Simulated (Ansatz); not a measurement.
# Rh: one atom moved over a plane

These are results of DFT PBEsol, scalar-relativistic, plane waves, PAW (Ansatz), not measurements. The runs took a 420 eV cutoff, a Γ-centred 24×24×14 mesh and Gaussian smearing (0.15 eV). No spin polarisation. Energies are free energies at this smearing, counted from the undisturbed cell; pressure is positive in compression.

The starting cell (relaxed at this level; with this scan's settings it stands at 0.1 GPa; this form isn't the usual structure):

```
Rh
1.0
     2.68874    0.00000    0.00000
    -1.34437    2.32851    0.00000
     0.00000    0.00000    4.32902
Rh
2
Cartesian
  1.3444 0.7762 3.2468
  0.0000 1.5523 1.0823
```

Atom 1 (Rh) is moved by p along (1.000, 0.000, 0.000) and q along (0.000, 0.000, 1.000) (Å), all else fixed. Points are written (p, q).

p was sampled at -0.300, -0.150, 0.000, 0.150, 0.300 and q at -0.300, -0.150, 0.000, 0.150, 0.300.

Task: Where on the computed points is the energy highest, and how high?

Result: At (-0.300, -0.300), (-0.300, 0.300), (0.300, -0.300), (0.300, 0.300): 0.85 eV/cell.

Task: Away from (0, 0), which computed point is lowest?

Result: (-0.150, 0.000), (0.150, 0.000): 0.05 eV/cell.

The map, in eV/cell:

| p \ q | -0.300 | -0.150 | 0.000 | 0.150 | 0.300 |
| --- | --- | --- | --- | --- | --- |
| -0.300 | 0.85 | 0.35 | 0.19 | 0.35 | 0.85 |
| -0.150 | 0.64 | 0.19 | 0.05 | 0.19 | 0.64 |
| 0.000 | 0.57 | 0.14 | 0.00 | 0.14 | 0.57 |
| 0.150 | 0.64 | 0.19 | 0.05 | 0.19 | 0.64 |
| 0.300 | 0.85 | 0.35 | 0.19 | 0.35 | 0.85 |

Cost: 9 runs of about 8.9 core-minutes in all, on Arm Neoverse V2 (shared hosts).